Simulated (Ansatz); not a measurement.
# SiC: the cost of one run

Computed with Ansatz 0.2.0 (DFT r2SCAN, scalar-relativistic, plane waves, PAW, unless a step's input says otherwise).

The COD entry's cell or inner coordinates are ideal or old and differ from later refinements, so a difference from it is no clean test against experiment.

2 further runs of the same task are left out: 2 set aside as unsound or not needed. Runs told in other sessions of the task aren't counted.

## Step 1: Starting point

Symmetry: F-43m, No. 216, cubic system. The conventional cell has a = 4.356 Å, b = 4.356 Å, c = 4.356 Å, α = 90.00°, β = 90.00°, γ = 90.00°. Around Si (site symmetry -43m) lie 4 C at 1.89 Å. C (site symmetry -43m) is surrounded by 4 Si at 1.89 Å.

Structure file:

```cif
data_structure
_symmetry_space_group_name_H-M 'F-43m'
_symmetry_Int_Tables_number 216
_cell_length_a 4.3563
_cell_length_b 4.3563
_cell_length_c 4.3563
_cell_angle_alpha 90.000
_cell_angle_beta 90.000
_cell_angle_gamma 90.000
_cell_volume 82.67
loop_
_atom_site_label
_atom_site_type_symbol
_atom_site_symmetry_multiplicity
_atom_site_Wyckoff_symbol
_atom_site_fract_x
_atom_site_fract_y
_atom_site_fract_z
_atom_site_occupancy
Si1 Si 4 a 0.00000 0.00000 0.00000 1
C1 C 4 d 0.25000 0.75000 0.25000 1
```

It is built from the cell relaxed beforehand with the same method (10.33 Å³/atom).

## Step 2: The reference cell

The cell is repeated 4 times, 8 atoms in all. The reference gives a free energy of -3565.3361 eV, pressure 0.01 GPa, largest force 0.000 eV/Å and gap on the mesh 1.71 eV. It was computed beforehand with the settings of the runs below.

## Step 3: Next: random displacements

All atoms are moved at random with no net shift, in some cells together with a random strain.

## Step 4: rms move = 0.150 Å

File input.yaml:

```yaml
crystal:
  lattice:
    - [4.3060343029, 0.046128056, 0.1427461896]
    - [-0.046128056, -4.293537049, -0.0364740322]
    - [-0.1427461896, -0.0364740322, -4.3788644598]
  atoms:
    - { symbol: Si, position: [0.0030059395, 0.0160129375, -0.0384642636] }
    - { symbol: Si, position: [0.4904721535, 0.5430761919, 0.0163519468] }
    - { symbol: Si, position: [0.4892548899, -0.0229248339, 0.4848349769] }
    - { symbol: Si, position: [0.0220708189, 0.5020058473, 0.5038892767] }
    - { symbol: C, position: [0.7512988371, 0.75659998, 0.76821924] }
    - { symbol: C, position: [0.2323659212, 0.2127553995, 0.7300653456] }
    - { symbol: C, position: [0.2681404354, 0.7445810819, 0.2853553889] }
    - { symbol: C, position: [0.7433910046, 0.2478933957, 0.2497480888] }
basis:
  ecutwfc: 500
kpoints:
  mp_grid: { grid: [6, 6, 6] }
hamiltonian:
  xc: r2scan
scf:
  occupations: { method: gaussian, width: 0.05 }
output:
  forces: true
  stress: true
  eigenvalues: true
```

Command:

```
$ ansatz run input.yaml --threads 2 --pin off --max-ram 5120MiB --backend cpu --events-out ev --progress --plain --runs-dir out
```

What time and memory should one allow on 2 threads of Arm Neoverse V2, shared host?

About 24 s, with a peak of 0.56 GiB.
